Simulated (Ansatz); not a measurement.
## Stack of 1T-ZrSSe under 1T-SnSSe, upper layer turned by 180° in a perpendicular field

Aim: how the stack of 1T-ZrSSe under 1T-SnSSe, upper layer turned by 180° screens a field along its normal, and what the field does to its bands. A positive field points along +c.

Main program and level: Ansatz 0.2.0; plane-wave DFT, PBE-D3(BJ), Ansatz PAW.

## (1) Set-up

The cell holds 6 atoms: 2 Se, 1 Zr, 2 S and 1 Sn. Cell: a = 3.763 Å, b = 3.763 Å, c = 47.800 Å, α = 90.0°, β = 90.0°, γ = 120.0°. Regions: layer 1: 1T-ZrSSe, 3 atoms (1 Se, 1 Zr and 1 S); layer 2: 1T-SnSSe, 3 atoms (1 Se, 1 Sn and 1 S). Vacuum lies along c.

## (2) Relaxation

The starting cell is a guess, so the in-plane lattice and the atoms are relaxed first, with the slab cut off from its images along the normal.

File input.yaml:

```yaml
crystal:
  lattice:
    - [3.7625, 0.0, 0.0]
    - [-1.88125, 3.2584205817, 0.0]
    - [0.0, 0.0, 47.8001287997]
  atoms:
    - { symbol: Se, position: [0.6666666667, 0.3333333333, 0.4121327807] }
    - { symbol: Zr, position: [0.0, 0.0, 0.4492598924] }
    - { symbol: S, position: [0.3333333333, 0.6666666667, 0.4812174853] }
    - { symbol: Se, position: [0.6666666667, 0.3333333333, 0.5450248448] }
    - { symbol: Sn, position: [0.3333333333, 0.6666666667, 0.5691554038] }
    - { symbol: S, position: [0.0, 0.0, 0.5878672193] }
  periodic: [true, true, false]
kpoints:
  mp_grid: { grid: [12, 12, 1] }
hamiltonian:
  xc: pbe
  dispersion: d3bj
scf:
  occupations: { method: fermi_dirac, width: 0.05 }
  convergence: { dr2_threshold: 1.0e-09 }
relax:
  f_tol: 0.004
  max_steps: 90
  cell: {}
output:
  write_potential: true
  write_density: true
  volumetric_format: npy
```

Run with:

```console
> ansatz run input.yaml --threads 2 --pin off --max-ram 3072MiB --backend cpu --events-out ev --progress --plain --runs-dir out
```

Numbers of over 12 decimals in the logs are rounded to 6 here.

What it wrote:

```text
Warning: relax.cell: scf.convergence.dr2_threshold = 1e-9 eV is looser than the 1.7721869096e-10 eV advised for a relaxation that steers and ends on the stress (1e-10 eV for each atom of the cell: 6, times the square of relax.cell.stress_2d_tol = 0.05 N/m over 18.4 Å (the atoms' height at the walk's start and 5 Å past either face), 2.717e-2 GPa, over a crystal's default 0.05). What an SCF threshold leaves in a stress goes as its square root, and in the free energy as the threshold itself, and one threshold admits the most on a small cell: [figures from the program's tests cut] Set scf.convergence.dr2_threshold to 1.7721869096e-10 eV or tighter. [rest of the remark cut]
Engine: ansatz 0.2.0, x86_64-unknown-linux-gnu
Pseudopotentials: kind: paw
Pseudopotential: Se, paw, valence charge 16, recommended cutoff 420 eV (normal), Se.paw.azcp
Pseudopotential: Zr, paw, valence charge 12, recommended cutoff 420 eV (normal), Zr.paw.azcp
Pseudopotential: S, paw, valence charge 6, recommended cutoff 420 eV (normal), S.paw.azcp
Pseudopotential: Sn, paw, valence charge 14, recommended cutoff 420 eV (normal), Sn.paw.azcp
Functional definition: PBE
  parameter kappa = 0.804
  parameter beta = 0.066725
  exchange = pbe_x(kappa = kappa, mu = beta*pi^2/3)
  correlation = pbe_c(beta = beta)
Crystal: 6 atoms, lattice volume = 586.020 Å³
Basis set: ecut = 420 eV, 11475 PW (Γ), exchange–correlation on 54×54×640 points (8 copies of the dense FFT grid, shifted against one another)
Bands: 42, of which v1, the nominal top of the filled ones, is band 35 counted from 1 (34 counted from 0)
Symmetry: 6 space group operations
Space group: P3m1 (ITA 156), of the structure as read, at distance tolerance 8.4e-5 Å
k-points: 19 of 144 (time reversal used)
Non-local potential: Se, projectors of the file, l = 0: 2, l = 1: 2, l = 2: 3, l = 3: 1
Non-local potential: Zr, projectors of the file, l = 0: 3, l = 1: 2, l = 2: 2, l = 3: 2
Non-local potential: S, projectors of the file, l = 0: 2, l = 1: 2, l = 2: 2
Non-local potential: Sn, projectors of the file, l = 0: 2, l = 1: 2, l = 2: 2, l = 3: 2
PAW form: soft (Blöchl's): semilocal exchange-correlation on the pseudo side does not see the compensation charge
PAW one-centre angular grid: Se, 590 points (default); XC on 64 Gauss nodes
PAW one-centre angular grid: Zr, 590 points (default); XC on 64 Gauss nodes
PAW one-centre angular grid: S, 110 points (default); XC on 64 Gauss nodes
PAW one-centre angular grid: Sn, 590 points (default); XC on 64 Gauss nodes
Initial density: superposition of atomic densities (neutral atoms: chi_scale 0, normalization atom), corrected by the library's trained network
Initial wavefunctions: pseudopotential atomic-orbital guess
Functional: x = pbe(κ = 0.804, μ = 0.219515), c = pbe(β = 0.066725)
SCF iter   1: F=—  HF=-22954.483680 eV  |F-HF|=—  |Δ(HF+E_count)|=         —  Δρ=1.70e-3  dr2=8.67e-2  ethr=1.77e-3  ⟨swp⟩=17.0  Hψ=5312  notcnv=0
preconditioner: auto → Resta (q_TF=auto, 1.915 Å⁻¹)  ε∞=2.1  [insulator: Δε(μ)=0.444 eV  Ē_g=8.458 eV  σ=0.050 eV  W_gap=0.97  n_scr=28 (ndim 8)  ℏωp=8.7 eV  f_vac=0.747  D(μ)=0.02/eV (n_scr^D=0)  ε∞_Penn≈2.1  vacuum switching on, ρ_ref=5.2e-3 e/Å³]
SCF iter   2: F=—  HF=-22954.479158 eV  |F-HF|=—  |Δ(HF+E_count)|=   4.52e-3  Δρ=1.55e-3  dr2=1.10e-1  ethr=1.24e-4  ⟨swp⟩=4.2  Hψ=1844  notcnv=0  defer=28
preconditioner: auto → LDOS  [insulator: Δε(μ)=0.315 eV  Ē_g=8.370 eV  σ=0.050 eV  W_gap=0.91  n_scr=28 (ndim 8)  ℏωp=8.7 eV  f_vac=0.748  D(μ)=0.07/eV (n_scr^D=2)  ε∞_Penn≈2.1  β→1.0]
SCF iter   3: F=—  HF=-22954.476379 eV  |F-HF|=—  |Δ(HF+E_count)|=   2.78e-3  Δρ=1.14e-3  dr2=4.46e-2  ethr=1.24e-4  ⟨swp⟩=3.2  Hψ=1259  notcnv=0  defer=27
SCF iter   4: F=—  HF=-22954.469930 eV  |F-HF|=—  |Δ(HF+E_count)|=   6.45e-3  Δρ=4.14e-4  dr2=4.37e-3  ethr=6.37e-5  ⟨swp⟩=2.9  Hψ=1273  notcnv=0  defer=26
SCF iter   5: F=—  HF=-22954.469247 eV  |F-HF|=—  |Δ(HF+E_count)|=   6.83e-4  Δρ=9.95e-5  dr2=4.82e-4  ethr=6.24e-6  ⟨swp⟩=2.9  Hψ=1167  notcnv=0  defer=26
SCF iter   6: F=—  HF=-22954.469196 eV  |F-HF|=—  |Δ(HF+E_count)|=   5.07e-5  Δρ=3.58e-5  dr2=2.71e-5  ethr=6.88e-7  ⟨swp⟩=3.1  Hψ=1300  notcnv=0  defer=26
SCF iter   7: F=—  HF=-22954.469178 eV  |F-HF|=—  |Δ(HF+E_count)|=   1.86e-5  Δρ=2.13e-5  dr2=7.51e-6  ethr=3.87e-8  ⟨swp⟩=3.1  Hψ=1652  notcnv=0  defer=26
SCF iter   8: F=—  HF=-22954.469178 eV  |F-HF|=—  |Δ(HF+E_count)|=   7.41e-8  Δρ=1.11e-5  dr2=2.15e-6  ethr=1.07e-8  ⟨swp⟩=3.8  Hψ=1689  notcnv=0  defer=26
SCF iter   9: F=—  HF=-22954.469262 eV  |F-HF|=—  |Δ(HF+E_count)|=   8.42e-5  Δρ=3.07e-6  dr2=1.46e-7  ethr=3.08e-9  ⟨swp⟩=2.3  Hψ=1022  notcnv=0  defer=26
SCF iter  10: F=—  HF=-22954.469262 eV  |F-HF|=—  |Δ(HF+E_count)|=   5.88e-8  Δρ=1.26e-6  dr2=1.79e-8  ethr=2.08e-10  ⟨swp⟩=3.2  Hψ=1322  notcnv=0  defer=26
SCF iter  11: F=—  HF=-22954.469262 eV  |F-HF|=—  |Δ(HF+E_count)|=   2.78e-8  Δρ=4.07e-7  dr2=2.70e-9  ethr=2.56e-11  ⟨swp⟩=3.0  Hψ=1601  notcnv=0  defer=26
SCF iter  12: F=-22954.469262 eV  HF=-22954.469262 eV  |F-HF|=1.00e-9  |Δ(HF+E_count)|=   2.55e-9  Δρ=1.31e-7  dr2=2.30e-10  ethr=1.43e-12  ⟨swp⟩=12.9  Hψ=6097  notcnv=0
SCF 1 converged in 12 iterations: F = -22954.469262 eV  dr2 = 2.30e-10
  greatest PAW one-centre occupation: 1.000 electrons in one spin orbital (limit 2), on the Se atom at site 3 (counted from 0), in its partial waves of l = 2
relax step   1: F+E_penalty+E_count = -22954.46926186 eV  Δ(F+E_penalty+E_count) = +0.000e0 eV  max|allowed force component| = 5.470e0 eV/Å  Δτ_max = 0.0000 Å  P = +15.303 N/m  Ω = 586.020 Å³  fix = [c, alpha, beta]  reactions: c +0.000 N/m  (12 SCF iters, accepted)
Crystal: 6 atoms, lattice volume = 592.049 Å³
Basis set: ecut = 420 eV, 11607 PW (Γ), exchange–correlation on 54×54×640 points (8 copies of the dense FFT grid, shifted against one another)
Initial density: handed on by an earlier stage of this run
Initial wavefunctions: those handed on with the density
iter 1 solved again at ethr=1.92e-4 eV; its pass at ethr=3.10e-3 eV (dr2=1.34e-1 eV) is discarded
SCF iter   1: F=—  HF=-22956.361673 eV  |F-HF|=—  |Δ(HF+E_count)|=         —  Δρ=3.82e-3  dr2=1.32e-1  ethr=1.92e-4  ⟨swp⟩=2.4  Hψ=5377  notcnv=0
preconditioner: auto → Resta (q_TF=auto, 1.911 Å⁻¹)  ε∞=2.1  [insulator: Δε(μ)=0.581 eV  Ē_g=8.212 eV  σ=0.050 eV  W_gap=0.99  n_scr=28 (ndim 8)  ℏωp=8.6 eV  f_vac=0.746  D(μ)=0.01/eV (n_scr^D=0)  ε∞_Penn≈2.1  vacuum switching on, ρ_ref=4.9e-3 e/Å³]
SCF iter   2: F=—  HF=-22956.338752 eV  |F-HF|=—  |Δ(HF+E_count)|=   2.29e-2  Δρ=1.92e-3  dr2=4.24e-2  ethr=1.89e-4  ⟨swp⟩=4.6  Hψ=1635  notcnv=0  defer=3
[...]
SCF iter  11: F=-22957.265445 eV  HF=-22957.265445 eV  |F-HF|=4.55e-10  |Δ(HF+E_count)|=   1.30e-8  Δρ=2.28e-7  dr2=3.66e-10  ethr=1.43e-12  ⟨swp⟩=10.5  Hψ=6868  notcnv=0
SCF 3 converged in 11 iterations: F = -22957.265445 eV  dr2 = 3.66e-10
relax step   3: F+E_penalty+E_count = -22957.26544538 eV  Δ(F+E_penalty+E_count) = -9.320e-1 eV  max|allowed force component| = 1.584e0 eV/Å  Δτ_max = 0.1947 Å  P = -0.043 N/m  Ω = 588.350 Å³  energy of the carried Pulay correction = -1.571e-4 eV  fix = [c, alpha, beta]  reactions: c -0.000 N/m  (11 SCF iters, accepted)
[...]
relax step   4: F+E_penalty+E_count = -22957.48217609 eV  Δ(F+E_penalty+E_count) = -2.167e-1 eV  max|allowed force component| = 3.835e-1 eV/Å  Δτ_max = 0.2000 Å  P = -1.732 N/m  Ω = 585.238 Å³  energy of the carried Pulay correction = +5.289e-5 eV  fix = [c, alpha, beta]  reactions: c -0.000 N/m  (11 SCF iters, accepted)
[...]
relax step   5: F+E_penalty+E_count = -22957.50668155 eV  Δ(F+E_penalty+E_count) = -2.451e-2 eV  max|allowed force component| = 1.302e-1 eV/Å  Δτ_max = 0.0590 Å  P = -0.527 N/m  Ω = 574.833 Å³  energy of the carried Pulay correction = +7.633e-4 eV  fix = [c, alpha, beta]  reactions: c -0.000 N/m  (11 SCF iters, accepted)
[...]
relax step   6: F+E_penalty+E_count = -22957.50701014 eV  Δ(F+E_penalty+E_count) = -3.286e-4 eV  max|allowed force component| = 5.872e-2 eV/Å  Δτ_max = 0.0599 Å  P = -0.015 N/m  Ω = 573.099 Å³  energy of the carried Pulay correction = +8.829e-4 eV  fix = [c, alpha, beta]  reactions: c -0.000 N/m  (11 SCF iters, accepted)
[...]
relax step   7: F+E_penalty+E_count = -22957.50855591 eV  Δ(F+E_penalty+E_count) = -1.546e-3 eV  max|allowed force component| = 5.138e-3 eV/Å  Δτ_max = 0.0328 Å  P = +0.035 N/m  Ω = 572.359 Å³  energy of the carried Pulay correction = +9.341e-4 eV  fix = [c, alpha, beta]  reactions: c +0.000 N/m  (10 SCF iters, accepted)
[...]
relax step   8: F+E_penalty+E_count = -22957.50864013 eV  Δ(F+E_penalty+E_count) = -8.421e-5 eV  max|allowed force component| = 2.120e-3 eV/Å  Δτ_max = 0.0120 Å  P = +0.011 N/m  Ω = 572.645 Å³  energy of the carried Pulay correction = +9.144e-4 eV  fix = [c, alpha, beta]  reactions: c +0.000 N/m  (9 SCF iters, accepted)
Basis set: ecut = 420 eV, 11235 PW (Γ), exchange–correlation on 50×50×640 points (8 copies of the dense FFT grid, shifted against one another)
Initial wavefunctions: pseudopotential atomic-orbital guess (no wavefunctions were taken with the density)
iter 1 solved again at ethr=1.29e-7 eV; its pass at ethr=3.10e-3 eV (dr2=9.03e-5 eV) is discarded
SCF iter   1: F=—  HF=-22957.508034 eV  |F-HF|=—  |Δ(HF+E_count)|=         —  Δρ=1.08e-5  dr2=8.92e-8  ethr=1.29e-7  ⟨swp⟩=6.2  Hψ=8578  notcnv=0
preconditioner: auto → Resta (q_TF=auto, 1.922 Å⁻¹)  ε∞=2.1  [insulator: Δε(μ)=0.681 eV  Ē_g=8.234 eV  σ=0.050 eV  W_gap=1.00  n_scr=28 (ndim 8)  ℏωp=8.8 eV  f_vac=0.736  D(μ)=0.00/eV (n_scr^D=0)  ε∞_Penn≈2.1  vacuum switching on, ρ_ref=4.9e-3 e/Å³]
SCF iter   2: F=—  HF=-22957.508088 eV  |F-HF|=—  |Δ(HF+E_count)|=   5.38e-5  Δρ=5.43e-6  dr2=2.53e-8  ethr=1.27e-10  ⟨swp⟩=4.7  Hψ=2400  notcnv=0
SCF iter   3: F=—  HF=-22957.508088 eV  |F-HF|=—  |Δ(HF+E_count)|=   7.64e-8  Δρ=1.51e-6  dr2=2.28e-8  ethr=3.62e-11  ⟨swp⟩=3.0  Hψ=1423  notcnv=0
SCF iter   4: F=—  HF=-22957.508088 eV  |F-HF|=—  |Δ(HF+E_count)|=   2.34e-9  Δρ=7.59e-7  dr2=1.48e-8  ethr=3.26e-11  ⟨swp⟩=2.4  Hψ=1076  notcnv=0
SCF iter   5: F=—  HF=-22957.508088 eV  |F-HF|=—  |Δ(HF+E_count)|=    0.00e0  Δρ=3.47e-7  dr2=1.33e-9  ethr=2.12e-11  ⟨swp⟩=2.3  Hψ=1035  notcnv=0
SCF iter   6: F=-22957.508088 eV  HF=-22957.508088 eV  |F-HF|=3.64e-10  |Δ(HF+E_count)|=  1.31e-10  Δρ=1.08e-7  dr2=9.12e-11  ethr=1.43e-12  ⟨swp⟩=15.6  Hψ=5928  notcnv=0
SCF 9 converged in 6 iterations: F = -22957.508088 eV  dr2 = 9.12e-11
relax step   9: F+E_penalty+E_count = -22957.50808770 eV  Δ(F+E_penalty+E_count) = +5.524e-4 eV  max|allowed force component| = 2.342e-3 eV/Å  Δτ_max = 0.0000 Å  P = -0.010 N/m  Ω = 572.645 Å³  fix = [c, alpha, beta]  reactions: c -0.000 N/m  stress off target by 1.04e-2 N/m on what of the cell is left free  SCF on the basis re-selected at this cell (its energy is not comparable with the rows above)  (6 SCF iters)
basis re-selected at this cell: Δ(F+E_penalty+E_count) = +5.524e-4 eV, ΔP = -0.021 N/m vs the last step (what re-selecting the basis moved, of the pressure what is left beyond the Pulay correction that the steps carried, after the strain that the cell walked since its last selection, with what the two solves' SCF thresholds leave and, on support functions, any second-order correction that the steps lacked; it is no measure of the basis error at this ecutwfc). The dense FFT grid was sized anew with the basis: this SCF ran on 25×25×320 points, the steps before it on 27×27×320, so part of this shift can come from that change (see relax.cell in the input reference). [rest of the remark cut]
SCF converged after 6 iterations
Free energy (F): -22957.508088 eV
Harris-Foulkes:  -22957.508088 eV  (|F-HF|=3.64e-10)
Internal energy: -22957.508038 eV  (E = F + TS)
E sigma→0 (E₀):  -22957.508063 eV
Entropy (-TS):   -0.000050 eV (-0.008 meV/atom)
Fermi energy:    -5.659954 eV
--- Per-component energies (eV) ---
  E_band       = -1990.728620
  E_kinetic    = 971.030891
  E_local      = -312109.138308  (includes V_loc(G=0)·N_el)
  E_nonlocal   = -1087.461974
  E_hartree    = 155453.571504
  E_xc         = -946.187999
  E_vxc        = -657.680053  (∫ρ·V_xc dr)
  E_paw        = -12118.016555  (= ΣΔE_a)
  E_vpaw       = -14.621622  (= ΣTr[D̂ρ^β])
  E_aug_tail   = -0.001169  (compensation charges beyond the density's cutoff)
  E_ewald      = 146880.522359
  E_disp       = -1.826786  (pairwise vdW)
  E_smearing   = -0.000050  (= −TS)
  E_closure    = -0.000000  (closes the sum)
  Σ components = -22957.508088   (vs F -22957.508088, Δ=0.00e0)
--- Forces (eV/Å), atoms counted from 1 ---
  atom   1  Se     0.00000000     0.00000000    -0.00030282
  atom   2  Zr     0.00000000    -0.00000000     0.00128797
  atom   3  S      0.00000000    -0.00000000    -0.00193183
  atom   4  Se     0.00000000     0.00000000    -0.00013783
  atom   5  Sn     0.00000000     0.00000000    -0.00125432
  atom   6  S      0.00000000    -0.00000000     0.00234240
  max |Σ_I F_I| component: 3.57e-6 eV/Å
--- 2D stress c σ (N/m, compression-positive) ---
       -0.010372      -0.000000      -0.000000
       -0.000000      -0.010372      -0.000000
       -0.000000      -0.000000      -0.000000
  P = ½ c Tr σ = -0.0104 N/m
--- Band table (eV; the first three rows and the last of 19) ---
  k-point 0: bands = [... 31 lower, -6.1815, -6.1815, -5.9755, -5.9755, -4.7237, -4.7237, -4.3166, -3.7719, ... 3 higher]
  k-point 1: bands = [... 31 lower, -6.5360, -6.4247, -6.2738, -6.1316, -4.6486, -4.4536, -4.0530, -3.6066, ... 3 higher]
  k-point 2: bands = [... 31 lower, -7.3413, -6.6223, -6.4904, -6.2391, -4.7367, -3.9770, -3.7889, -3.4654, ... 3 higher]
  k-point 18: bands = [... 31 lower, -7.9772, -7.9673, -7.2439, -7.1237, -4.1781, -3.9917, -3.4786, -3.1763, ... 3 higher]
  the weakly bound empty levels are not read free of the cell's end (no_gap_told)
--- Relaxed structure (8 steps of the walk, 8 accepted, 1 SCFs on fresh bases) ---
  F+E_penalty+E_count = -22957.50808770 eV   max|allowed force component| = 2.342e-3 eV/Å   (the final SCF, on the basis selected at the relaxed cell)
  cell:  # Å, volume = 572.6447 Å³
    - [3.719313, 0, 0]
    - [-1.859657, 3.221020, 0]
    - [0, 0, 47.8001287997]
  atoms:
    - { symbol: Se, position: [0.666667, 0.333333, 0.412669] }
    - { symbol: Zr, position: [0, 0, 0.446953] }
    - { symbol: S, position: [0.333333, 0.666667, 0.476048] }
    - { symbol: Se, position: [0.666667, 0.333333, 0.536723] }
    - { symbol: Sn, position: [0.333333, 0.666667, 0.570758] }
    - { symbol: S, position: [0, 0, 0.601507] }
```

It took 12 min on 2 threads of Intel Xeon at 2.50GHz (Skylake/Cascade Lake), shared host; peak memory 1 GiB; 17 min of CPU time.

The steps of the relaxation:

```
step  energy less that of the first step (eV)  largest force component (eV/Å)  volume (Å³)
   1                                   0.0000                          5.4700       586.02
   2                                  -1.8642                          3.6042       592.05
   3                                  -2.7962                          1.5840       588.35
   4                                  -3.0129                          0.3835       585.24
   5                                  -3.0374                          0.1302       574.83
   6                                  -3.0377                          0.0587       573.10
   7                                  -3.0393                          0.0051       572.36
   8                                  -3.0394                          0.0021       572.64
  9*                                  -3.0388                          0.0023       572.64
```

Relaxation steps marked * repeat the geometry before them on a plane-wave basis chosen anew for their cell, so energy and pressure can jump there.

Forces are held to the 6 operations that the run works with; a distortion that breaks them can't arise in this run.

```
cell as run  before  after  change
      a (Å)   3.763  3.719  -1.1 %
      b (Å)   3.763  3.719  -1.1 %
```

The atoms that moved most (Å, along periodic axes as changes of fractional coordinates times the final cell, across vacuum about the mean position):

```
atom     dx     dy      dz  length
  S6  0.000  0.000   0.652   0.652
 Se4  0.000  0.000  -0.397   0.397
  S3  0.000  0.000  -0.247   0.247
 Zr2  0.000  0.000  -0.110   0.110
 Sn5  0.000  0.000   0.077   0.077
 Se1  0.000  0.000   0.026   0.026
```

Final coordinates:

```xyz
6
Lattice="3.7193 0.0000 0.0000 -1.8597 3.2210 0.0000 0.0000 0.0000 47.8001" Properties=species:S:1:pos:R:3
Se    1.8597    1.0737   19.7256
Zr    0.0000    0.0000   21.3644
S     0.0000    2.1473   22.7551
Se    1.8597    1.0737   25.6554
Sn    0.0000    2.1473   27.2823
S     0.0000    0.0000   28.7521
```

The lattice constant a goes from 3.763 to 3.719 Å.

(Part 1 of 2 ends here.)

[Logs are printed without paths, hosts, clocks, repeated set-up lines and the standing remarks that a program may print on its own settings, such as how far it seeks lower states.]

[Hosts, paths, dates, database ids (printed as entryN), source tags and the programs' standing remarks are cut or masked in the printed files.]

[Maps of the electrostatic potential energy from Ansatz leave out the sawtooth potential of an applied field or a dipole correction, so their vacuum need not be flat; planar profiles and work functions include it.]
